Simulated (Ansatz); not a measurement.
Theory: DFT PBE, scalar-relativistic, plane waves, PAW (Ansatz 0.2.0). Settings: cutoff 420 eV, Γ-centred meshes spaced at most about 0.3 Å⁻¹, and about 0.25 Å⁻¹ or finer for metals (2π included), Gaussian smearing. No spin polarisation in the final relaxations.

These are static total energies at zero pressure. All come from trial cells, and lower structures may exist.

Task: Which of these relaxed structures of Al2Cu is the lowest in energy?
A.

```
CELL_PARAMETERS angstrom
-1.39113 1.39113 5.68923
1.39113 -1.39113 5.68923
1.39113 1.39113 -5.68923
ATOMIC_POSITIONS crystal
Al 0.65457 0.65457 0.00000
Al 0.34543 0.34543 0.00000
Cu 0.00000 0.00000 0.00000
```

B.

```
CELL_PARAMETERS angstrom
2.80303 0.00000 0.00000
0.00000 2.83587 0.00000
-1.47458 0.00000 5.73907
ATOMIC_POSITIONS crystal
Al 0.64883 0.50000 0.29119
Al 0.35117 0.50000 0.70881
Cu 0.00000 0.00000 0.00000
```

Result: B. It has space group P2/m (No. 10); the next, A, with Al and Cu ordered on fcc sites, space group I4/mmm (No. 139), lies 15 meV/atom higher. Counting all near atoms (those within 1.25 times the shortest distance at each site), the lowest has Al 10, Cu 12 and the next has Al 12, Cu 12.

The k mesh leaves some 4 meV/atom of noise in the energy of each metallic cell. Cells relaxed within their symmetry can be saddle points. The P2/m cell of Al2Cu came from shaking the I4/mmm one. The part of the Crystallography Open Database at hand lists Al2Cu in space group No. 140, which no cell shown has. Some types were kept out of the candidates beforehand, so the set may lack a known form.
